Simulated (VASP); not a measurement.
These are PBE GGA, VASP's PBE PAW potentials (set 64) (plane waves; VASP) values and carry that method's errors.

A VASP calculation is set up with these files.

### POSCAR
```
Li2O
1
    0.0000000000     2.3100000000     2.3100000000
    2.3100000000     0.0000000000     2.3100000000
    2.3100000000     2.3100000000     0.0000000000
Li O
2 1
Direct
  0.2500000000   0.2500000000   0.2500000000
  0.7500000000   0.7500000000   0.7500000000
  0.0000000000   0.0000000000   0.0000000000
```

### INCAR
```
! general
SYSTEM = Li2O
PREC   = Normal
ENCUT  = 500
LREAL  = .FALSE.   ! projection in real space or not
LASPH  = .TRUE.

! electronic loop
EDIFF  = 1E-8
NELM   = 100
ALGO   = Normal   ! blocked Davidson

! smearing
ISMEAR = 0
SIGMA  = 0.01   ! width (eV)

! functional
GGA    = PE   ! PBE

! output
LWAVE  = .TRUE.
LCHARG = .FALSE.
```

KPOINTS:
```
K-points
0
G
  4 4 4
0 0 0
```

POTCAR, in this order: Li_sv_GW O_GW_new (PBE.64 set). Program: vasp_std.

Output

**OSZICAR**
```
       N       E                     dE             d eps       ncg     rms          rms(c)
DAV:   1     0.623578237266E+02    0.62358E+02   -0.69286E+03   160   0.123E+03
DAV:   2    -0.147438892468E+02   -0.77102E+02   -0.73500E+02   202   0.436E+02
DAV:   3    -0.197180658798E+02   -0.49742E+01   -0.49489E+01   192   0.741E+01
DAV:   4    -0.197844121974E+02   -0.66346E-01   -0.66282E-01   208   0.106E+01
DAV:   5    -0.197850574563E+02   -0.64526E-03   -0.64522E-03   192   0.925E-01    0.136E+01
DAV:   6    -0.179523185949E+02    0.18327E+01   -0.10275E+01   238   0.339E+01    0.123E+01
DAV:   7    -0.179081611008E+02    0.44157E-01   -0.18526E-01   242   0.685E+00    0.782E+00
DAV:   8    -0.179036162865E+02    0.45448E-02   -0.63172E-02   168   0.554E+00    0.776E-01
DAV:   9    -0.179027264377E+02    0.88985E-03   -0.41848E-03   238   0.119E+00    0.380E-01
DAV:  10    -0.179032049136E+02   -0.47848E-03   -0.10888E-03   166   0.346E-01    0.173E-02
DAV:  11    -0.179032083780E+02   -0.34643E-05   -0.14140E-05   202   0.426E-02    0.161E-02
DAV:  12    -0.179032134033E+02   -0.50253E-05   -0.29504E-05   178   0.513E-02    0.223E-02
DAV:  13    -0.179032111592E+02    0.22441E-05   -0.96378E-06   250   0.388E-02    0.209E-03
DAV:  14    -0.179032111825E+02   -0.23345E-07   -0.67592E-08   176   0.279E-03    0.157E-03
DAV:  15    -0.179032111634E+02    0.19135E-07   -0.33291E-08   146   0.269E-03    0.114E-04
DAV:  16    -0.179032111631E+02    0.30138E-09   -0.29929E-09    96   0.627E-04
   1 F= -.17903211E+02 E0= -.17903211E+02  d E =-.717304E-38
```

### OUTCAR
```
------------------------ aborting loop because EDIFF is reached ----------------------------------------
  FORCE on cell =-STRESS in cart. coord.  units (eV):
  Direction    XX          YY          ZZ          XY          YZ          ZX
  --------------------------------------------------------------------------------------
  Total       -0.4600769     -0.4600769     -0.4600769      0.0000000      0.0000000     -0.0000000
  in kB      -29.9002688    -29.9002688    -29.9002688      0.0000000      0.0000000     -0.0000000
  external PRESSURE =     -29.9002688 kB  Pullay stress =       0.0000000 kB
  volume of cell :       24.65
      direct lattice vectors                 reciprocal lattice vectors
     0.000000000  2.310000000  2.310000000    -0.216450216  0.216450216  0.216450216
     2.310000000  0.000000000  2.310000000     0.216450216 -0.216450216  0.216450216
     2.310000000  2.310000000  0.000000000     0.216450216  0.216450216 -0.216450216
 POSITION                                       TOTAL-FORCE (eV/Angst)
 -----------------------------------------------------------------------------------
      1.15500      1.15500      1.15500        -0.000000     -0.000000      0.000000
      3.46500      3.46500      3.46500         0.000000      0.000000     -0.000000
      0.00000      0.00000      0.00000        -0.000000     -0.000000     -0.000000
 -----------------------------------------------------------------------------------
    total drift:                                0.000000      0.000000      0.000000
  FREE ENERGIE OF THE ION-ELECTRON SYSTEM (eV)
  ---------------------------------------------------
  free  energy   TOTEN  =       -17.9032111631 eV

  energy  without entropy=      -17.9032111631  energy(sigma->0) =      -17.90321116
```
(Selected blocks of OUTCAR.)

The compound is Li2O in the antifluorite structure. The cell was not relaxed at this level. The k-mesh is coarse (spacing up to 0.59 per Å, 2π included), so the numbers may not be converged in it.
